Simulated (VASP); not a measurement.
# Mo (Im-3m) in VASP: density of states with PBE

Aim: the density of states of Mo with PBE.

All numbers are computed with VASP 6.6.1; they aren't measurements. Logs are shortened: lines on timing, memory, paths and dates and some standing lists are left out, and cuts for length are marked.

### Step 1. Starting point

The structure is cubic, space group Im-3m (No. 229). The conventional cell has a = 3.142 Å, b = 3.142 Å, c = 3.142 Å, α = 90.00°, β = 90.00°, γ = 90.00°. Mo (site symmetry m-3m) has 8 Mo at 2.72 Å as nearest neighbours.

### Step 2. Density of states, PBE

POSCAR

```
Mo                                      
1.0
   -1.5711962861      1.5711962861      1.5711962861
    1.5711962861     -1.5711962861      1.5711962861
    1.5711962861      1.5711962861     -1.5711962861
  Mo            
     1
Direct
     0.0000000000000000    0.0000000000000000    0.0000000000000000
```

INCAR.step1

```
  PREC = Accurate
  ENCUT = 250
  EDIFF = 1E-7
  ISMEAR = 0
  SIGMA = 0.1
  LREAL = F
  LASPH = T
  NELM = 100
  ALGO = Normal
  ISIF = 2
  LWAVE = F
  LCHARG = T
  LMAXMIX = 4
  GGA = PE
  NBANDS = 13
```

KPOINTS.step1

```
regular mesh
0
Gamma
  18 18 18
```

INCAR.step2

```
  PREC = Accurate
  ENCUT = 250
  EDIFF = 1E-7
  ISMEAR = -5
  SIGMA = 0.1
  LREAL = F
  LASPH = T
  NELM = 100
  ALGO = Normal
  ISIF = 2
  LWAVE = F
  LCHARG = F
  LMAXMIX = 4
  GGA = PE
  LORBIT = 11
  NBANDS = 13
  NEDOS = 2001
  ICHARG = 11
```

KPOINTS.step2

```
regular mesh
0
Gamma
  27 27 27
```

Potentials or basis: VASP PAW PBE potentials, release 64 (Mo_sv).

Run with:

```bash
> cat potpaw_PBE.64/Mo_sv/POTCAR > POTCAR
> cp INCAR.step1 INCAR
> cp KPOINTS.step1 KPOINTS
> mpirun -np 1 vasp_std > vasp.out
> cp INCAR.step2 INCAR
> cp KPOINTS.step2 KPOINTS
> mpirun -np 1 vasp_std > vasp.out
```

OUTCAR:

```text
PREC = Accurate
   ENCUT = 250
   EDIFF = 1E-7
   ISMEAR = -5
   LREAL = F
   LASPH = T
   NELM = 100
   ISIF = 2
   GGA = PE
   LORBIT = 11
   ICHARG = 11

 ion  position               nearest neighbor table
   1  0.000  0.000  0.000-

  LATTYP: Found a body centered cubic cell.
 ALAT       =     3.1423925722

  Lattice vectors:

 A1 = (  -1.5711962861,   1.5711962861,   1.5711962861)
 A2 = (   1.5711962861,  -1.5711962861,   1.5711962861)
 A3 = (   1.5711962861,   1.5711962861,  -1.5711962861)

Analysis of symmetry for initial positions (statically):
=====================================================================
 Subroutine PRICEL returns:
 Original cell was already a primitive cell.

 Routine SETGRP: Setting up the symmetry group for a
 body centered cubic supercell.

 Subroutine GETGRP returns: Found 48 space group operations
 (whereof 48 operations were pure point group operations)
 out of a pool of 48 trial point group operations.

The static configuration has the point symmetry O_h .

Analysis of symmetry for dynamics (positions and initial velocities):
=====================================================================
 Subroutine PRICEL returns:
 Original cell was already a primitive cell.

 Routine SETGRP: Setting up the symmetry group for a
 body centered cubic supercell.

 Subroutine GETGRP returns: Found 48 space group operations
 (whereof 48 operations were pure point group operations)
 out of a pool of 48 trial point group operations.

The dynamic configuration has the point symmetry O_h .

 Subroutine INISYM returns: Found 48 space group operations
 (whereof 48 operations are pure point group operations),
 and found     1 'primitive' translations

----------------------------------------------------------------------------------------

                                     Primitive cell

  volume of cell :      15.5150

  direct lattice vectors                    reciprocal lattice vectors
    -1.571196286  1.571196286  1.571196286     0.000000000  0.318228858  0.318228858
     1.571196286 -1.571196286  1.571196286     0.318228858  0.000000000  0.318228858
     1.571196286  1.571196286 -1.571196286     0.318228858  0.318228858  0.000000000

  length of vectors
     2.721391796  2.721391796  2.721391796     0.450043567  0.450043567  0.450043567

  position of ions in fractional coordinates (direct lattice)
     0.000000000  0.000000000  0.000000000

  ion indices of the primitive-cell ions
   primitive index   ion index
                 1           1

----------------------------------------------------------------------------------------

 KPOINTS: regular mesh

Automatic generation of k-mesh.
 Grid dimensions read from file:
 generate k-points for:   27   27   27

 Generating k-lattice:

  Cartesian coordinates                     Fractional coordinates (reciprocal lattice)
     0.000000000  0.011786254  0.011786254     0.037037037  0.000000000  0.000000000
     0.011786254  0.000000000  0.011786254     0.000000000  0.037037037  0.000000000
     0.011786254  0.011786254  0.000000000     0.000000000  0.000000000  0.037037037

  Length of vectors
     0.016668280  0.016668280  0.016668280

  Shift w.r.t. Gamma in fractional coordinates (k-lattice)
     0.000000000  0.000000000  0.000000000

 TETIRR: Found  23679 inequivalent tetrahedra from   118098

 Subroutine IBZKPT returns following result:
 ===========================================

 Found    560 irreducible k-points:

 Following reciprocal coordinates:
            Coordinates               Weight
  0.000000  0.000000  0.000000      1.000000
  0.037037  0.000000  0.000000     12.000000
  0.074074  0.000000  0.000000     12.000000
  0.111111  0.000000  0.000000     12.000000
  0.148148  0.000000  0.000000     12.000000
  0.185185  0.000000  0.000000     12.000000
[... 16 lines left out ...]
  0.333333  0.037037 -0.000000     48.000000
  0.370370  0.037037  0.000000     48.000000
 [... further k-points ...]
   k-points           NKPTS =    560   k-points in BZ     NKDIM =    560   number of bands    NBANDS=     13
   number of dos      NEDOS =   2001   number of ions     NIONS =      1
   total plane-waves  NPLWV =   2744
   dimension x,y,z NGX =    14 NGY =   14 NGZ =   14
   dimension x,y,z NGXF=    28 NGYF=   28 NGZF=   28
   ions per type =               1
   NGX,Y,Z   is equivalent  to a cutoff of   8.55,  8.55,  8.55 a.u.
   NGXF,Y,Z  is equivalent  to a cutoff of  17.10, 17.10, 17.10 a.u.
 SYSTEM =  unknown system
   PREC   = accura    normal or accurate (medium, high low for compatibility)
   ISTART =      0    job   : 0-new  1-cont  2-samecut
   ICHARG =     11    charge: 1-file 2-atom 10-const
   ISPIN  =      1    spin polarized calculation?
   LNONCOLLINEAR =      F non collinear calculations
   LSORBIT =      F    spin-orbit coupling
   LASPH  =      T    aspherical Exc in radial PAW
   ENCUT  =  250.0 eV  18.37 Ry    4.29 a.u.   3.51  3.51  3.51*2*pi/ulx,y,z
   NELM   =    100;   NELMIN=  2; NELMDL=  0     # of ELM steps
   EDIFF  = 0.1E-06   stopping-criterion for ELM
   LREAL  =      F    real-space projection
   EDIFFG = 0.1E-05   stopping-criterion for IOM
   NSW    =      0    number of steps for IOM
   IBRION =     -1    ionic relax: 0-MD 1-quasi-New 2-CG
   NFREE  =      0    steps in history (QN), initial steepest desc. (CG)
   ISIF   =      2    stress and relaxation
   ISYM   =      2    0-nonsym 1-usesym 2-fastsym
   POTIM  = 0.5000    time-step for ionic-motion
   TEBEG  =    0.0;   TEEND  =   0.0 temperature during run
   PSTRESS=    0.0 pullay stress
   NELECT =      14.0000    total number of electrons
   NUPDOWN=      -1.0000    fix difference up-down
   EMIN   =  10.00;   EMAX   =-10.00  energy-range for DOS
   EFERMI =   0.00;   METHOD = LEGACY
   ISMEAR =    -5;   SIGMA  =   0.10  broadening in eV -4-tet -1-fermi 0-gaus
   EFERMI_NEDOS =   21; number of points for ismear=-14 and -15
   IALGO  =     38    algorithm
   IMIX   =      4    mixing-type and parameters
     AMIX     =   0.40;   BMIX     =  1.00
     AMIX_MAG =   1.60;   BMIX_MAG =  1.00
  volume/ion in A,a.u.               =      15.51       104.70
  Fermi-wavevector in a.u.,A,eV,Ry     =   1.581978  2.989505 34.050674  2.502654
  Thomas-Fermi vector in A             =   2.681971
   LORBIT       =     11    0 simple, 1 ext, 2 COOP (PROOUT), +10 PAW based schemes
   GGA     = PE    functional components
   LHFCALC =     F    Hartree Fock is set to
   AEXX    =    0.0000 exact exchange contribution
   IVDW    =     0    specifies the selected vdW correction
   LEPSILON=     F    determine dielectric tensor
   LRPA    =     F    only Hartree local field effects (RPA)
 non-spin polarized calculation
 Fermi weights with tetrahedron method with Bloechl corrections
  energy-cutoff  :      250.00
  volume of cell :       15.51
 maximum number of plane-waves:       148
 NGX is ok and might be reduce to    14

 number of electron      13.9999981 magnetization

 Free energy of the ion-electron system (eV)
  ---------------------------------------------------
  ext. energy  EPLUGINS =         0.00000000
  ---------------------------------------------------
  free energy    TOTEN  =       -10.92043891 eV

  energy without entropy =      -10.92043891  energy(sigma->0) =      -10.92043891

 E-fermi :  12.7478     XC(G=0): -13.4337

 val. band max:       12.7895901636   @ k =   0.3704   0.0741   0.0000
 cond. band min:      12.7181541346   @ k =  -0.2593   0.3704   0.1481
 fundamental gap:     -0.0714360290
 Fermi energy:        12.7478187754

 k-point     1 :       0.0000    0.0000    0.0000
  band No.  band energies     occupation
      1     -48.5341      2.00000
      2     -21.8034      2.00000
      3     -21.8034      2.00000
      4     -21.8034      2.00000
      5       5.4549      2.00000
      6      11.3434      2.00000
      7      11.3434      2.00000
      8      11.3434      2.00000
      9      14.3969      0.00000
     10      14.3969      0.00000
     11      27.5725      0.00000
     12      27.5725      0.00000
     13      27.5725      0.00000

 k-point     2 :       0.0370    0.0000    0.0000
  band No.  band energies     occupation
      1     -48.5305      2.00000
      2     -21.8239      2.00000
      3     -21.8097      2.00000
      4     -21.8034      2.00000
      5       5.5168      2.00000
      6      11.3082      2.00000
      7      11.3384      2.00000
      8      11.4012      2.00000
      9      14.3425      0.00000
     10      14.3978      0.00000
     11      27.6205      0.00000
     12      27.6765      0.00000
     13      27.6989      0.00000

 k-point     3 :       0.0741    0.0000    0.0000
  band No.  band energies     occupation
      1     -48.5197      2.00000
      2     -21.8830      2.00000
      3     -21.8283      2.00000
      4     -21.8024      2.00000
      5       5.6989      2.00000
      6      11.2061      2.00000
      7      11.3194      2.00000
      8      11.5734      2.00000
      9      14.2000      0.00000
     10      14.4030      0.00000
     11      27.7530      0.00000
     12      27.9842      0.00000
     13      28.0500      0.00000
[... 305 lines left out ...]
 k-point    23 :       0.3333    0.0370   -0.0000
  band No.  band energies     occupation
      1     -48.3157      2.00000
      2     -22.9605      2.00000
      3     -22.1699      2.00000
      4     -21.8200      2.00000
      5       7.6749      2.00000
      6       9.6411      2.00000
      7      12.2264      2.04442
      8      14.2345      0.00000
      9      14.8652      0.00000
     10      15.8419      0.00000
     11      26.0042      0.00000
     12      26.7944      0.00000
     13      32.9161      0.00000

 k-point    24 :       0.3704    0.0370    0.0000
  band No.  band energies     occupation
      1     -48.2924      2.00000
      2     -23.0750      2.00000
      3     -22.2087      2.00000
      4     -21.8213      2.00000
      5       7.5799      2.00000
      6       9.4938      2.00000
      7      12.8518      0.82663
      8      14.3875      0.00000
      9      14.9766      0.00000
     10      16.5255      0.00000
     11      25.4765      0.00000
     12      25.9240      0.00000
     13      31.7980      0.00000

 [... further k-points ...]

------------------------ aborting loop because EDIFF is reached ----------------------------------------

  FORCE on cell =-STRESS in cart. coord.  units (eV):
  Direction    XX          YY          ZZ          XY          YZ          ZX
  --------------------------------------------------------------------------------------
  -------------------------------------------------------------------------------------
  Total       -0.0195602     -0.0195602     -0.0195602      0.0000000      0.0000000      0.0000000
  in kB       -2.0199110     -2.0199110     -2.0199110      0.0000000      0.0000000      0.0000000
  external PRESSURE =      -2.0199110 kB  Pullay stress =       0.0000000 kB

 VOLUME and BASIS-vectors are now :
 -----------------------------------------------------------------------------
  energy-cutoff  :      250.00
  volume of cell :       15.51
      direct lattice vectors                 reciprocal lattice vectors
    -1.571196286  1.571196286  1.571196286     0.000000000  0.318228858  0.318228858
     1.571196286 -1.571196286  1.571196286     0.318228858  0.000000000  0.318228858
     1.571196286  1.571196286 -1.571196286     0.318228858  0.318228858  0.000000000

 POSITION                                       TOTAL-FORCE (eV/Angst)
 -----------------------------------------------------------------------------------
      0.00000      0.00000      0.00000        -0.000000     -0.000000     -0.000000
 -----------------------------------------------------------------------------------
    total drift:                               -0.000000     -0.000000      0.000000

  FREE ENERGIE OF THE ION-ELECTRON SYSTEM (eV)
  ---------------------------------------------------
  free  energy   TOTEN  =       -10.9204389132 eV

  energy  without entropy=      -10.9204389132  energy(sigma->0) =      -10.92043891

 total charge

# of ion       s       p       d       tot
------------------------------------------
    1        2.385   6.218   3.914  12.517
```

It took 28 s on 1 thread of AMD EPYC 9R14 (Zen 4), shared host; peak memory 0.16 GiB.

Results:

| Quantity | Value |
| --- | --- |
| Valence electrons inside the program's atomic spheres | Mo 12.52 |

States per cell in windows of 1 eV (zero at the Fermi level; states under -8 eV left out):
```csv
from (eV),total,Mo1_d,Mo1_p,Mo1_s
-8.0,0.01,0.00,0.00,0.00
-7.0,0.06,0.00,0.00,0.03
-6.0,0.34,0.14,0.01,0.09
-5.0,1.28,0.72,0.04,0.17
-4.0,1.30,0.94,0.05,0.04
-3.0,1.18,0.89,0.05,0.02
-2.0,1.32,0.88,0.10,0.04
-1.0,0.53,0.35,0.05,0.01
0.0,0.95,0.75,0.04,0.01
1.0,1.39,1.22,0.02,0.01
2.0,1.56,1.40,0.02,0.02
3.0,0.69,0.57,0.03,0.02
4.0,0.35,0.27,0.03,0.02
5.0,0.29,0.17,0.04,0.02
6.0,0.26,0.13,0.05,0.02
7.0,0.23,0.11,0.05,0.01
```

Caveat: the cutoff is under 1.25 times the usual one of these potentials, so pressure, stress and relaxed cells hold a basis-set (Pulay) error; tetrahedron occupations give inexact forces and stress in metals.
